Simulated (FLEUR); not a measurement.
# Rh (Fm-3m) in FLEUR: notebook

The runs below take Rh through single point, with PBEsol.

All numbers are computed with FLEUR MaX-R8.1 (later development tree); they aren't measurements. Logs are shortened: lines on timing, memory, paths and dates and some standing lists are left out, and cuts for length are marked.

## Step 1: The crystal as given

It takes space group Fm-3m (No. 225, cubic). Conventional cell: a = 3.796 Å, b = 3.796 Å, c = 3.796 Å, α = 90.00°, β = 90.00°, γ = 90.00°. Around Rh (site symmetry m-3m) lie 12 Rh at 2.68 Å.

## Step 2: Single point, PBEsol

File inp.xml:

```xml
<?xml version="1.0" encoding="UTF-8" standalone="no"?>
<fleurInput fleurInputVersion="0.39">
   <comment>
      Rh                                                                                                  
   </comment>
   <calculationSetup>
      <cutoffs Kmax="4.26" Gmax="13.2" GmaxXC="13.2" numbands="0"/>
      <scfLoop itmax="60" minDistance="0.00001" maxIterBroyd="15" imix="Anderson" alpha="0.05" precondParam="0.0" spinf="2.0" sdNocoIR="T"/>
      <coreElectrons ctail="T" frcor="F" kcrel="0" coretail_lmax="0"/>
      <xcFunctional name="PBEs" relativisticCorrections="F"/>
      <magnetism jspins="1"/>
      <soc l_soc="F" theta="0.0" phi="0.0" spav="F"/>
      <expertModes spex="0" secvar="F"/>
      <geometryOptimization l_f="T" forcealpha="1.0" forcemix="BFGS" epsdisp="0.0005" epsforce="0.0002"/>
      <ldaU l_linMix="F" mixParam="0.05" spinf="1.0"/>
   </calculationSetup>
   <cell>
      <bzIntegration valenceElectrons="17.0" mode="hist" fermiSmearingEnergy="0.00183747">
         <kPointListSelection listName="default-1"/>
         <!-- k-points included here -->
         <xi:include xmlns:xi="http://www.w3.org/2001/XInclude" href="kpts.xml"> </xi:include>
      </bzIntegration>
      <!-- symmetry operations included here -->
      <xi:include xmlns:xi="http://www.w3.org/2001/XInclude" href="sym.xml"> </xi:include>
      <bulkLattice scale="1.0">
         <bravaisMatrix>
            <row-1>    0.0000000000000000     3.5864167255721098     3.5864167255721098</row-1>
            <row-2>    3.5864167255721098     0.0000000000000000     3.5864167255721098</row-2>
            <row-3>    3.5864167255721098     3.5864167255721098     0.0000000000000000</row-3>
         </bravaisMatrix>
      </bulkLattice>
   </cell>
   <atomSpecies>
      <species name="Rhodium (Rh)" element="Rh" atomicNumber="45">
         <mtSphere radius="2.3" gridPoints="777" logIncrement="0.016"/>
         <atomicCutoffs lmax="9" lnonsphr="9"/>
         <electronConfig flipSpins="F">
            <coreConfig>(1s1/2) (2s1/2) (2p1/2) (2p3/2) (3s1/2) (3p1/2) (3p3/2) (3d3/2) (3d5/2)</coreConfig>
            <valenceConfig>(4s1/2) (4p1/2) (4p3/2) (5s1/2) (4d3/2) (4d5/2)</valenceConfig>
            <stateOccupation state="(5s1/2)" spinUp="0.500000" spinDown="0.500000"/>
            <stateOccupation state="(4d3/2)" spinUp="1.600000" spinDown="1.600000"/>
            <stateOccupation state="(4d5/2)" spinUp="2.400000" spinDown="2.400000"/>
         </electronConfig>
         <energyParameters s="5" p="5" d="4" f="4"/>
         <lo type="SCLO" l="0" n="4" eDeriv="0"/>
         <lo type="SCLO" l="1" n="4" eDeriv="0"/>
         <lo type="SCLO" l="1" n="4" eDeriv="1"/>
         <lo type="SCLO" l="2" n="4" eDeriv="2"/>
         <lo type="SCLO" l="3" n="4" eDeriv="2"/>
      </species>
   </atomSpecies>
   <atomGroups>
      <atomGroup species="Rhodium (Rh)">
         <relPos label="                   1">.0000000000 .0000000000 .0000000000</relPos>
         <force calculate="T" relaxXYZ="TTT"/>
      </atomGroup>
   </atomGroups>
   <output dos="F" band="F" slice="F">
      <checks vchk="F" cdinf="F"/>
      <bandDOS minEnergy="-.5*Htr" maxEnergy="0.5*Htr" sigma="0.015" storeEVData="T"/>
      <vacuumDOS vacdos="F" integ="F" star="F" nstars="0" locx1="0.0" locy1="0.0" locx2="0.0" locy2="0.0" nstm="0" tworkf="0.0"/>
      <unfoldingBand unfoldBand="F" supercellX="1" supercellY="1" supercellZ="1"/>
      <plotting iplot="0" polar="F">
         <plot TwoD="T" vec1="  1.0  0.0  0.0" vec2="  0.0  1.0  0.0" vec3="  0.0  0.0  1.0" zero="  0.0  0.0  0.0" file="plot"/>
      </plotting>
      <chargeDensitySlicing numkpt="0" minEigenval="0.0" maxEigenval="0.0" nnne="0" pallst="F"/>
      <specialOutput eonly="F"/>
      <moessbauerParams electricFieldGradient="T" isomerShift="T" coreHyperfine="T" valenceHyperfine="T"/>
      <magneticCircularDichroism mcd="F" energyLo="-10.0" energyUp="0.0"/>
   </output>
  <!-- We include the file relax.xml here to enable relaxations (see documentation) -->
  <xi:include xmlns:xi="http://www.w3.org/2001/XInclude" href="relax.xml"> <xi:fallback/> </xi:include>
</fleurInput>
```

File crystal.txt:

```
Rh
&input cartesian=F /
0.0000000000  1.8978500000  1.8978500000
1.8978500000  0.0000000000  1.8978500000
1.8978500000  1.8978500000  0.0000000000
1.8897261246
1.0 1.0 1.0

1
45 0.0000000000  0.0000000000  0.0000000000

&kpt div1=12 div2=12 div3=12 gamma=T /
```

Potentials or basis: all-electron, FLAPW.

The run is started by

```sh
$ inpgen -f crystal.txt -profile fastHighL
$ # inp.xml edited to the form shown
$ fleur_MPI
```

Standard output:

```text
Welcome to FLEUR        (www.flapw.de)
      MaX-Release 8.1          (www.max-centre.eu)

 ========== k-point set info ==========
 Selected k-point list: default-1
 k-point list type: mesh
 12 x 12 x 12
 Number of k points: 72

 ------------Calculation Setup---------------------------
 Number of MPI-tasks      :            1
 Number of PE/node        :            1
 Number of OMP-threads    :            1
 Most efficient MPI parallelization for:
           1           2           3           4           6           8           9          12          18          24          36          72
 Additional eigenvalue parallelization possible
 Number of basis functions:          164
 Approximate size of matrices (H+S) per k-point:         0.000 GB
 --------------------------------------------------------
 Iteration:     1   Distance:      18.91129324 me/bohr^3
 Iteration:     2   Distance:      16.60665050 me/bohr^3
 Iteration:     3   Distance:       5.93041029 me/bohr^3
 Iteration:     4   Distance:       4.25986533 me/bohr^3
 Iteration:     5   Distance:       1.56078301 me/bohr^3
 Iteration:     6   Distance:       0.39466147 me/bohr^3
 Iteration:     7   Distance:       0.07081746 me/bohr^3
 Iteration:     8   Distance:       0.00662495 me/bohr^3
 Iteration:     9   Distance:       0.00401836 me/bohr^3
 Iteration:    10   Distance:       0.00054146 me/bohr^3
 Iteration:    11   Distance:       0.00081100 me/bohr^3
 Iteration:    12   Distance:       0.00002449 me/bohr^3
 Iteration:    13   Distance:       0.00001407 me/bohr^3
 Iteration:    14   Distance:       0.00000040 me/bohr^3

 ********************************************************************
 Run finished successfully
 Stop message:
   Structural relaxation: Done
 ********************************************************************
```

out.xml (last iteration):

```text
<iteration numberForCurrentRun="   15" overallNumber="   15">
         <energyParameters units="Htr">
            <atomicEP atomType="1" spin="1" branch="5s" branchLowest="-2.33" branchHighest="2.51" value="0.3569521822"/>
            <atomicEP atomType="1" spin="1" branch="5p" branchLowest="-1.11" branchHighest="3.27" value="0.4820147217"/>
            <atomicEP atomType="1" spin="1" branch="4d" branchLowest="-10.37" branchHighest="0.74" value="0.4309836355"/>
            <atomicEP atomType="1" spin="1" branch="4f" branchLowest="-9.99" branchHighest="2.68" value="0.7700166987"/>
            <loAtomicEP atomType="1" spin="1" branch="4s" branchLowest="-21.23" branchHighest="-2.33" value="-2.3503581654"/>
            <loAtomicEP atomType="1" spin="1" branch="4p" branchLowest="-17.05" branchHighest="-1.11" value="-1.1747004159"/>
            <loAtomicEP atomType="1" spin="1" branch="4p" branchLowest="-17.05" branchHighest="-1.11" value="-1.1747004159"/>
            <loAtomicEP atomType="1" spin="1" branch="4d" branchLowest="-10.37" branchHighest="0.74" value="0.4271318266"/>
            <loAtomicEP atomType="1" spin="1" branch="4f" branchLowest="-9.99" branchHighest="2.68" value="0.7700186800"/>
         </energyParameters>
         <eigenvalues>
            <eigenvaluesAt spin="1" ikpt="1" k_x="0.00000000" k_y="0.00000000" k_z="0.00000000">
                      -2.3545715055       -1.1590551869       -1.1590551869       -1.1590551869        0.2457609970
                       0.4280085025        0.4280085025        0.4280085025        0.5063193990        0.5063193990
                       1.1205827041        1.3176328118        1.3176328118        1.3176328118
            </eigenvaluesAt>
            <eigenvaluesAt spin="1" ikpt="2" k_x="0.00000000" k_y="0.00000000" k_z="0.08333333">
                      -2.3542888732       -1.1609700328       -1.1593154611       -1.1593154611        0.2559770198
                       0.4235457346        0.4319328884        0.4319328884        0.5041688685        0.5041688685
                       1.1352031309        1.2700753055        1.3326442550        1.3326442550
            </eigenvaluesAt>
            <eigenvaluesAt spin="1" ikpt="3" k_x="0.00000000" k_y="0.00000000" k_z="0.16666667">
                      -2.3535128904       -1.1661489095       -1.1600205014       -1.1600205014        0.2831659137
                       0.4155785077        0.4399275131        0.4399275131        0.5023222166        0.5023222166
                       1.1666210250        1.1863974332        1.3745590634        1.3745590634
            </eigenvaluesAt>
            <eigenvaluesAt spin="1" ikpt="4" k_x="0.00000000" k_y="0.00000000" k_z="0.25000000">
                      -2.3524477613       -1.1731250579       -1.1609792456       -1.1609792456        0.3120218576
                       0.4227160038        0.4415371259        0.4415371259        0.5121816359        0.5121816359
                       1.0946222926        1.1800149797        1.4304594390        1.4304594390
            </eigenvaluesAt>
         </eigenvalues>
         <bandgap value="0.0176149515" units="eV"/>
         <sumValenceSingleParticleEnergies value="-7.8991684661" units="Htr"/>
         <FermiEnergy value="0.5436699497" units="Htr"/>
         <valenceDensity>
            <mtCharges spin="1">
               <mtCharge atomType="1" total="15.1861476" s="2.3013602" p="6.2234109" d="6.6121097" f="0.0397297"/>
            </mtCharges>
            <spinDependentCharge spin="1" total="17.0000000" interstitial="1.8138524" mtSpheres="15.1861476"/>
            <totalCharge value="17.0000000000"/>
         </valenceDensity>
         <coreStates atomType="     1" atomicNumber=" 45" spin="1" kinEnergy="   4833.7606512537" eigValSum="  -2838.4122925064" lostElectrons=" 0.000000">
            <state n="1" l="0" j="0.5" energy="-845.0442507777" weight="1.0000000000"/>
            <state n="2" l="0" j="0.5" energy="-121.9236716764" weight="1.0000000000"/>
            <state n="2" l="1" j="0.5" energy="-112.8544279405" weight="1.0000000000"/>
            <state n="2" l="1" j="1.5" energy="-107.5446483686" weight="2.0000000000"/>
            <state n="3" l="0" j="0.5" energy="-21.2291674234" weight="1.0000000000"/>
            <state n="3" l="1" j="0.5" energy="-17.6802510617" weight="1.0000000000"/>
            <state n="3" l="1" j="1.5" energy="-16.7664891106" weight="2.0000000000"/>
            <state n="3" l="2" j="1.5" energy="-10.4786070906" weight="2.0000000000"/>
            <state n="3" l="2" j="2.5" energy="-10.2982960779" weight="3.0000000000"/>
         </coreStates>
         <allElectronCharges>
            <spinDependentCharge spin="1" total="45.0000000" interstitial="1.8138526" mtSpheres="43.1861474"/>
            <totalCharge value="44.9999999999"/>
         </allElectronCharges>
         <moessbauerParams unitsHFF="kG" unitsIS="e/bohr^3" unitsEFG="Htr/bohr^2">
            <coreIsomerShift atomType="1" isTotal="122127.83060">
               <shell n="1" l="0" isomerShift="107506.55650"/>
               <shell n="2" l="0" isomerShift="12108.43391"/>
               <shell n="2" l="1" isomerShift="229.39615"/>
               <shell n="3" l="0" isomerShift="2238.23739"/>
               <shell n="3" l="1" isomerShift="45.20665"/>
               <shell n="3" l="2" isomerShift="0.00001"/>
            </coreIsomerShift>
            <isomerShift atomType="1" nucleusRadius="0.0001107" averageDensity="122557.65010"/>
            <electricFieldGradient atomType="1" VXX="0.00000" VYY="0.00000" VZZ="0.00000" asymParam="0.00000">
            </electricFieldGradient>
         </moessbauerParams>
         <totalEnergy                                    value="    -4782.9126909398" units="Htr">
            <sumOfEigenvalues                            value="    -2846.3114609726">
               <coreElectrons value="-2838.4122925064"/>
               <valenceElectrons value="-7.8991684661"/>
            </sumOfEigenvalues>
            <densityCoulombPotentialIntegral value="-7652.2894236675"/>
            <densityEffectivePotentialIntegral value="-7831.7765249031"/>
            <chargeDenXCDenIntegral value="-136.5794661428"/>
            <FockExchangeEnergyValence value="0.0000000000"/>
            <FockExchangeEnergyCore value="0.0000000000"/>
            <atomTypeDependentContributions atomType="1">
               <electronNucleiInteractionDifferentMTs value="5777.1187839700"/>
               <MadelungTerm value="-28.5347929237"/>
            </atomTypeDependentContributions>
            <tkbTimesEntropy value="0.0002978310"/>
            <freeEnergy value="-4782.9129887708"/>
            <extrapolationTo0K value="-4782.9128398553"/>
         </totalEnergy>
         <totalForcesOnRepresentativeAtoms units="Htr/bohr">
            <forceTotal atomType="1" x="0.000000" y="0.000000" z="0.000000" F_x="0.00000000" F_y="0.00000000" F_z="0.00000000"/>
         </totalForcesOnRepresentativeAtoms>
      </iteration>
```

Wall time 52 s (1 thread of Intel Xeon Platinum 8175M at 2.50GHz (Skylake/Cascade Lake), shared host); peak memory 0.06 GiB.

Results:

```yaml
Free_energy: -130149.6927 eV
Band_gap_on_the_k_mesh: none (metal or under the smearing width)
Valence_electrons_inside_the_program's_atomic_spheres: Rh 15.19 (radii Rh 2.3 bohr)
```

Core levels (eV from the Fermi level):
| atom | levels |
| --- | --- |
| 1 Rh | 1s1/2 -23009.6, 2s1/2 -3332.5, 2p1/2 -3085.7, 2p3/2 -2941.2, 3s1/2 -592.5, 3p1/2 -495.9, 3p3/2 -471.0, 3d3/2 -299.9, 3d5/2 -295.0 |

## Step 3: Single point, PBEsol (cell strained at random at fixed volume)

Edit inp.xml of step 2 so:

```diff
@@ -26,5 +26,5 @@
          <bravaisMatrix>
-            <row-1>    0.0000000000000000     3.5864167255721098     3.5864167255721098</row-1>
-            <row-2>    3.5864167255721098     0.0000000000000000     3.5864167255721098</row-2>
-            <row-3>    3.5864167255721098     3.5864167255721098     0.0000000000000000</row-3>
+            <row-1>   -0.0743304873850164     3.5585338166036369     3.7085175996608899</row-1>
+            <row-2>    3.5941211389821039     0.0620038038742506     3.5721833084016223</row-2>
+            <row-3>    3.6370651651636390     3.4651435515259048     0.0190597776927156</row-3>
          </bravaisMatrix>
@@ -34,3 +34,3 @@
       <species name="Rhodium (Rh)" element="Rh" atomicNumber="45">
-         <mtSphere radius="2.3" gridPoints="777" logIncrement="0.016"/>
+         <mtSphere radius="2.3" gridPoints="753" logIncrement="0.017"/>
          <atomicCutoffs lmax="9" lnonsphr="9"/>
```

File crystal.txt:

```
Rh
&input cartesian=F /
-0.0393340000  1.8830950000  1.9624630000
1.9019270000  0.0328110000  1.8903180000
1.9246520000  1.8336750000  0.0100860000
1.8897261246
1.0 1.0 1.0

1
45 0.0047670000  0.0035010000  -0.0058200000

&kpt div1=12 div2=12 div3=12 gamma=T /
```

Potentials or basis: all-electron, FLAPW.

The run is started by

```sh
$ inpgen -f crystal.txt -profile fastHighL
$ # inp.xml edited to the form shown
$ fleur_MPI
```

Run time: 15 min. Hardware: 1 thread of Intel Xeon Platinum 8175M at 2.50GHz (Skylake/Cascade Lake), shared host; peak memory 0.09 GiB.

The run converged. Its results:

```yaml
Free_energy: -130149.6500 eV
Band_gap_on_the_k_mesh: none (metal or under the smearing width)
Valence_electrons_inside_the_program's_atomic_spheres: Rh 15.19 (radii Rh 2.3 bohr)
```

Levels at points of the mesh, in eV from the Fermi level:
```tsv
k point	band 6	band 7	band 8	band 9	band 10	band 11
(0.00, 0.00, 0.00)	-3.54	-3.18	-2.68	-1.25	-0.68	15.72
(0.00, 0.00, 0.50)	-3.34	-3.04	0.24	0.78	0.91	8.87
(0.00, 0.50, 0.00)	-3.64	-2.86	0.50	0.84	1.01	9.20
(0.00, 0.50, 0.50)	-6.01	0.52	0.86	1.17	2.81	11.80
(0.50, 0.00, 0.00)	-3.45	-2.81	0.24	0.36	0.65	8.04
(0.50, 0.00, 0.50)	-6.07	0.49	0.99	1.13	3.87	12.10
(0.50, 0.50, 0.00)	-6.00	0.47	0.81	1.24	2.96	11.99
(0.50, 0.50, 0.50)	-3.78	-2.57	0.46	0.63	0.72	8.64
```

Core levels (eV from the Fermi level):
```tsv
atom	levels
1 Rh	1s1/2 -23009.6, 2s1/2 -3332.5, 2p1/2 -3085.7, 2p3/2 -2941.2, 3s1/2 -592.4, 3p1/2 -495.9, 3p3/2 -471.0, 3d3/2 -299.9, 3d5/2 -295.0
```
